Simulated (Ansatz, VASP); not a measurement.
## One calculation of Ti, two programs

The input INCAR:

```
  PREC = Accurate
  ENCUT = 520
  EDIFF = 1E-6
  ISMEAR = 0
  SIGMA = 0.1
  LREAL = F
  LASPH = T
  NELM = 60
  ALGO = Normal
  ISIF = 2
  LWAVE = F
  LCHARG = F
  GGA = PS
  NBANDS = 12
```

The input KPOINTS:

```
regular mesh
0
Gamma
  18 18 18
```

File POSCAR:

```
Ti
1.0
   -1.5554411045      1.5554411045      1.5554411045
    1.5554411045     -1.5554411045      1.5554411045
    1.5554411045      1.5554411045     -1.5554411045
Ti
1
Direct
    0.0000000000      0.0000000000      0.0000000000
```

Input for Ansatz:

```yaml
crystal:
  lattice:
    - [-1.5554411045, 1.5554411045, 1.5554411045]
    - [1.5554411045, -1.5554411045, 1.5554411045]
    - [1.5554411045, 1.5554411045, -1.5554411045]
  atoms:
    - { symbol: Ti, position: [0.0, 0.0, 0.0] }
basis:
  ecutwfc: 420
kpoints:
  mp_grid: { grid: [18, 18, 18] }
hamiltonian:
  xc: pbesol
scf:
  occupations: { method: gaussian, width: 0.1 }
output:
  forces: true
  stress: true
  eigenvalues: true
```

Alike in both runs: task single point; functional PBEsol; k mesh 18 × 18 × 18; occupations gaussian, width 0.1 eV; no spin polarisation.

|  | VASP | Ansatz |
| --- | --- | --- |
| version | VASP 6.6.1 | Ansatz 0.2.0 |
| potentials or method | VASP PAW PBE potentials, release 64 (Ti_sv) | scalar-relativistic, plane waves, PAW |
| plane-wave cutoff (eV) | 520 | 420 |
| valence electrons in the cell | 12 | 12 |

```csv
,VASP,Ansatz,Ansatz less VASP
gap on the k mesh at the Fermi level (eV),none,none,-
pressure (GPa),11.9,12.4,+0.45
```

A gap of «none» marks a metal or a gap that the smearing closes.

Caveats: the PAW data sets were made with another functional, which shifts forces and pressure a little (VASP).
